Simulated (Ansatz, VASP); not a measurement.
One calculation of Al, two programs

INCAR

```
SYSTEM = Al
PREC = Accurate ; ENCUT = 520
EDIFF = 1E-6 ; ISMEAR = -1
SIGMA = 0.1 ; LREAL = .False.
LASPH = .True. ; NELM = 100
ALGO = Normal ; ISIF = 2
LWAVE = .False. ; LCHARG = .True.
GGA = RE ; LELF = .True.
LVHAR = .True. ; NBANDS = 8
```

The input KPOINTS:

```
Automatic mesh
0
Gamma
  22 22 22
  0 0 0
```

File POSCAR:

```
Al
1.0
    0.0000000000      2.0295462554      2.0295462554
    2.0295462554      0.0000000000      2.0295462554
    2.0295462554      2.0295462554      0.0000000000
Al
1
Direct
    0.0000000000      0.0000000000      0.0000000000
```

Input for Ansatz:

```yaml
crystal:
  lattice:
    - [0.0, 2.0295462554, 2.0295462554]
    - [2.0295462554, 0.0, 2.0295462554]
    - [2.0295462554, 2.0295462554, 0.0]
  atoms:
    - { symbol: Al, position: [0.0, 0.0, 0.0] }
hamiltonian:
  xc: revpbe
  pseudopotentials:
    kind: paw
    azcp:
      Al: "pseudopotentials/Al.paw.azcp"
basis:
  ecutwfc: 420
  fft_grid_basis: typed
kpoints:
  mp_grid: { grid: [22, 22, 22], shift: [0, 0, 0] }
magnetization:
  spin_polarized: false
scf:
  occupations: { method: fermi_dirac, width: 0.1 }
output:
  stress: true
```

Alike in both runs: task single point; functional revPBE; k mesh 22 × 22 × 22; occupations fermi-dirac, width 0.1 eV; no spin polarisation.

|  | VASP | Ansatz |
| --- | --- | --- |
| version | VASP 6.6.1 | Ansatz 0.2.0 |
| potentials or method | VASP PAW PBE potentials, release 64 (Al) | plane waves (420 eV) with PAW, scalar-relativistic |
| plane-wave cutoff (eV) | 520 | 420 |
| valence electrons in the cell | 3 | 3 |

Ansatz gave:

```
pressure (GPa) : 0.1
```

**Question.** What did VASP give for the same quantities?

**Answer.** Pressure (GPa): -0.1.

The functional is the same, so the differences come from potentials, cutoffs and numerics.

Caveats: the PAW data sets were made with another functional, which shifts forces and pressure a little (VASP).
